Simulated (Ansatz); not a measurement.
**Al under strain**

Computed with Ansatz 0.2.0, DFT PBEsol+D3(BJ), scalar-relativistic, plane waves, PAW. Settings: 420 eV cutoff, 24×24×12 k-mesh, Gaussian smearing of 0.10 eV, no spin polarisation.

Starting point, cell and atoms relaxed:

```yaml
crystal:
  lattice:
    - [2.79026, 0.00000, 0.00000]
    - [-1.39513, 2.41644, 0.00000]
    - [0.00000, 0.00000, 4.64792]
  atoms:
    - { symbol: Al, position: [0.66667, 0.33333, 0.75000] }
    - { symbol: Al, position: [0.33333, 0.66667, 0.25000] }
```

Deformation: biaxial strain in the a-b plane, with the length and tilt of c and the atoms relaxed, all within the symmetry that the strain leaves. Energies are extrapolated to zero smearing. Stress is positive in compression, on the Cartesian axes of the cell above. On this cell's mesh the reference holds a stress of up to 0.52 GPa.

```
strain (%)  ΔE (meV/atom) a (Å) b (Å) c (Å)  σxx (GPa)  σyy (GPa)  σzz (GPa)
      -3.0              ?  2.707  2.707      ?          ?          ?          ?
      -2.0           10.7  2.734  2.734  4.697       4.64       4.64       0.00
      -1.0            3.0  2.762  2.762  4.652       2.80       2.80       0.00
      +0.0            0.0  2.790  2.790  4.648       0.32       0.32      -0.52
      +1.0            1.2  2.818  2.818  4.610      -1.48      -1.48       0.00
      +2.0              ?  2.846  2.846      ?          ?          ?          ?
      +3.0           12.1  2.874  2.874  4.516      -3.47      -3.47      -0.01
```

Question: Fill in the row at -3.0 %.

Answer: ΔE 21.5 meV/atom; c 4.745 Å; σxx 6.70 GPa; σyy 6.70 GPa; σzz 0.01 GPa.

Question: Fill in the row at +2.0 %.

Answer: ΔE 5.7 meV/atom; c 4.571 Å; σxx -2.82 GPa; σyy -2.82 GPa; σzz 0.01 GPa.

This form isn't the element's structure at ambient conditions.

Cost: 7 runs of about 0.86 core-minutes in all, on AMD EPYC 9R45 (Zen 5) (shared hosts).